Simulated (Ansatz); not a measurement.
**NaH: an elastic constant from a strain scan**

All numbers below come from DFT PBEsol, scalar-relativistic, plane waves, PAW (Ansatz 0.2.0). Cutoff 420 eV, Γ-centred 10×10×10 k-points, Gaussian smearing of 0.05 eV. No spin polarisation. Energies are free energies at this smearing, counted from the undisturbed cell; pressure is positive in compression.

The undisturbed cell (as given, not relaxed at this level; it stands at -0.4 GPa; this CsCl-type form isn't the usual structure):

```
Na H
1.0
     2.95512    0.00000    0.00000
     0.00000    2.95512    0.00000
     0.00000    0.00000    2.95512
Na H
1 1
Direct
  0.00000 0.00000 0.00000
  0.50000 0.50000 0.50000
```

The cell is strained by ε times the Voigt pattern (1, -1, 0, 0, 0, 0) (xx, yy, zz, yz, xz, xy; engineering shear) with fractional coordinates fixed. The cell holds 2 atoms in V0 = 25.81 Å³. The stress column is τ = (1/V0) dE/dε, got from the stress tensor σ (compression positive) at each point as −det(1 + εP) σ : P(1 + εP)⁻¹, with P the pattern as a tensor.

```csv
ε,ΔE (meV/atom),τ (GPa)
-0.0350,10.987,-7.814
-0.0300,8.068,-6.689
-0.0250,5.600,-5.568
-0.0200,3.582,-4.450
-0.0150,2.015,-3.336
-0.0100,0.895,-2.223
-0.0050,0.224,-1.111
0.0000,0.000,0.000
0.0050,0.224,1.111
0.0100,0.895,2.223
0.0150,2.015,3.336
0.0200,3.582,4.450
0.0250,5.600,5.568
0.0300,8.068,6.689
0.0350,10.987,7.814
0.0400,?,?
```

Question: Which combination of elastic constants does this scan measure, and how large is it?

Answer: For small ε, τ = τ0 + Kε with K = pᵀCp, which for this pattern is 2(C11 − C12) in the cubic axes. The parabola through τ at ε = -0.0050, 0 and 0.0050 has slope K = 222 GPa at zero. The energies per cell, E = NΔE, of the same two points give K = 2[E(ε₊)/ε₊ − E(ε₋)/ε₋]/[(ε₊ − ε₋)V0] = 223 GPa, in agreement.

Question: Predict the withheld row at ε = 0.0400 from the harmonic law, and compare.

Answer: ΔE = V0(τ0 ε + Kε²/2)/N = 14.313 meV/atom and τ = 8.89 GPa. The calculation gives 14.359 meV/atom and 8.94 GPa, a miss of 0.3 % of the harmonic energy, so the harmonic law still holds here.